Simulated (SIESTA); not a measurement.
Crystal: FeNi3 (Awaruite).

```
Ni Fe
1.0
     3.54500    0.00000    0.00000
     0.00000    3.54500    0.00000
     0.00000    0.00000    3.54500
Ni Fe
3 1
Direct
  0.50000 0.50000 0.00000
  0.50000 0.00000 0.50000
  0.00000 0.50000 0.50000
  0.00000 0.00000 0.00000
```

Base run:

| Property | Result |
| --- | --- |
| Program | SIESTA 5.4.2 |
| Functional | PBEsol |
| Potentials or basis | PseudoDojo 0.4 standard (PBEsol files) |
| Basis | TZP (energy shift 0.003 Ry; two zetas on semicore shells) |
| Grid cutoff | 800 Ry |
| Energy shift | 0.003 Ry |
| k mesh | 8 × 8 × 8 |
| Occupations | fermi-dirac, width 0.05 eV |
| Spin | collinear spin, ferromagnetic start |
| Starting moments | [1.0, 1.0, 1.0, 3.0] μB |

Its results: band gap on the k mesh none (metal or under the smearing width); pressure -11.2 GPa; net moment 4.94 μB per cell; site moments Ni +0.63; Fe +3.04 μB.

Problem. The run is repeated on the same cell with these changes: basis from TZP (energy shift 0.003 Ry; two zetas on semicore shells) to DZ (energy shift 0.003 Ry; two zetas on semicore shells). What comes out?

Solution. Band gap on the k mesh none (metal or under the smearing width); pressure -22.1 GPa; net moment 5.02 μB per cell; site moments Ni +0.71; Fe +2.90 μB.

Caveats: short orbitals over semicore shells can move pressures by several GPa; the basis of atomic orbitals isn't converged, which shifts pressures, moduli and gaps; the basis has no polarisation orbitals (some runs).
